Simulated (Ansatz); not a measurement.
Zr: what changed settings do

All trials start from this Ansatz input:

```yaml
crystal:
  lattice:
    - [3.2392314131, 0.0, 0.0]
    - [-1.6196157065, 2.8052566925, 0.0]
    - [0.0, 0.0, 5.17222]
  atoms:
    - { symbol: Zr, position: [0.33333333, 0.66666667, 0.25] }
    - { symbol: Zr, position: [0.66666667, 0.33333333, 0.75] }
basis:
  ecutwfc: 420
kpoints:
  mp_grid: { grid: [6, 6, 4] }
hamiltonian:
  xc: pbe
scf:
  occupations: { method: gaussian, width: 0.1 }
output:
  forces: true
  stress: true
  eigenvalues: true
```

Command:

```bash
ansatz run input.yaml --threads 1 --pin off --max-ram 1331MiB --backend cpu --events-out ev --progress --plain --runs-dir out
```

The run converges in 6 SCF iterations on 21 irreducible k-points: pressure -0.62 GPa, no gap.

The inputs are trials, many of them unsound on purpose. Their numbers show the effect of the settings and aren't properties of the material. Each trial's input is given as a difference from the reference's; energies are extrapolated to zero smearing where there is one, and pressure is positive in compression.

Trial 1:

```diff
 basis:
-  ecutwfc: 420
+  ecutwfc: "30 Ry"
 hamiltonian:
+  hubbard: { sites: [{ species: Zr, l: d, u_eff: 6.3 }] }
+  dispersion: d4
 scf:
+  algorithm: direct_min
+  max_iter: 85
```

The run converges in 7 SCF iterations on 21 irreducible k-points: pressure 14.02 GPa, no gap. It warns that the cutoff lies under the recommended one, 420 eV for these potentials; that the count of filled bands differs between k-points. Under a U the state reached may not be the lowest.

Trial 2:

```diff
 hamiltonian:
+  dispersion: d4
 scf:
-  occupations: { method: gaussian, width: 0.1 }
+  occupations: { method: tetrahedron }
```

The run converges in 6 SCF iterations on 21 irreducible k-points: pressure -1.94 GPa, no gap. It warns that the printed bands weren't solved further after the SCF; that forces and stress under tetrahedra may miss the energy's slope.

Trial 3:

```diff
 kpoints:
-  mp_grid: { grid: [6, 6, 4] }
+  mp_grid: { grid: [3, 3, 1] }
+relax:
+  adjacent_minimum: "off"
+  f_tol: 0.03
+  max_steps: 10
+  cell: { fix: [shape] }
```

The relaxation ends after 4 steps and 25 SCF iterations, 0.03 meV per atom in free energy under its start, at 23.46 Å³/atom: energy 175 meV per atom below the reference, pressure 0.00 GPa, no gap.

Trial 4:

```diff
 kpoints:
-  mp_grid: { grid: [6, 6, 4] }
+  mp_grid: { grid: [4, 6, 2] }
 scf:
+  mixing: { algorithm: broyden, ndim: 1, beta: 1.0, preconditioner: none }
+  algorithm: density_mixing
+  max_iter: 88
```

The run converges in 6 SCF iterations on 28 irreducible k-points: energy 25.8 meV per atom above the reference, pressure -0.36 GPa, largest force 0.057 eV/Å, no gap. It warns that the mesh lowers the symmetry.